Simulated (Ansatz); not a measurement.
Runs of Ansatz 0.2.0 on Mg. The structure is hexagonal, space group P6_3/mmc (No. 194). Conventional cell: a = 3.209 Å, b = 3.209 Å, c = 5.210 Å, α = 90.00°, β = 90.00°, γ = 120.00°. Around Mg (site symmetry -6m2) lie 12 Mg at 3.20 to 3.21 Å. 

```tsv
task	level	potentials or basis	cell	k mesh	cutoff (eV)	smearing	basis error allowed	gap on the mesh (eV)	pressure (GPa)	relaxed volume (Å³/atom)
single point	PBE	all-electron LAPW, scalar-relativistic	atoms moved at random, drawn with an rms of 0.05 Å	7 × 7 × 4	94	fermi-dirac 0.02 eV	0.002 eV/atom	none	-0.3	-
single point	PBE	all-electron LAPW, scalar-relativistic	as given	10 × 10 × 5	104	gaussian 0.024 eV	0.001 eV/atom	none	-0.5	-
relaxation of cell and atoms	PBEsol+D3(BJ)	all-electron LAPW, scalar-relativistic	relaxed	10 × 10 × 5	-	fermi-dirac 0.05 eV	0.001 eV/atom	-	0.0	(b)
phonons	PBE	all-electron LAPW, scalar-relativistic	as given	7 × 7 × 4	114	fermi-dirac 0.05 eV	0.001 eV/atom	none	-	-
single point	PBE	all-electron LAPW, scalar-relativistic	as given	10 × 10 × 5	104	gaussian 0.012 eV	0.001 eV/atom	none	-0.5	-
single point	PBE	all-electron LAPW, scalar-relativistic	as given	10 × 10 × 5	104	gaussian 0.021 eV	0.001 eV/atom	none	-0.5	-
single point	PBE	all-electron LAPW, scalar-relativistic	as given	10 × 10 × 5	104	gaussian 0.026 eV	0.001 eV/atom	none	-0.5	-
single point	PBE	all-electron LAPW, scalar-relativistic	as given	10 × 10 × 5	104	gaussian 0.023 eV	0.001 eV/atom	none	-0.5	-
relaxation of cell and atoms	BLYP+D4	all-electron LAPW, scalar-relativistic	relaxed	10 × 10 × 5	-	fermi-dirac 0.05 eV	0.001 eV/atom	-	0.0	23.22
single point	PBEsol	all-electron LAPW, scalar-relativistic	as given	10 × 10 × 5	104	gaussian 0.1 eV	0.001 eV/atom	none	(a)	-
band structure	PBEsol	all-electron LAPW, non-relativistic	as given	10 × 10 × 5	104	fermi-dirac 0.05 eV	0.001 eV/atom	-	-1.0	-
relaxation of cell and atoms	RPBE+D4	all-electron LAPW, scalar-relativistic	relaxed	10 × 10 × 5	-	fermi-dirac 0.05 eV	0.001 eV/atom	-	0.0	23.25
```

Alike in all rows: no spin polarisation.

Task: Fill in the values left out.

Result: (a) -1.1; (b) 21.40.

Caveats: the k mesh is thin for a metal, which can move the energy by tens of meV per atom (some runs); a metal's response needs a denser mesh (some runs).

A k mesh can miss the band edges.

A gap of «none» marks a metal or a gap under the smearing width.

Not every run made on this cell is shown here.
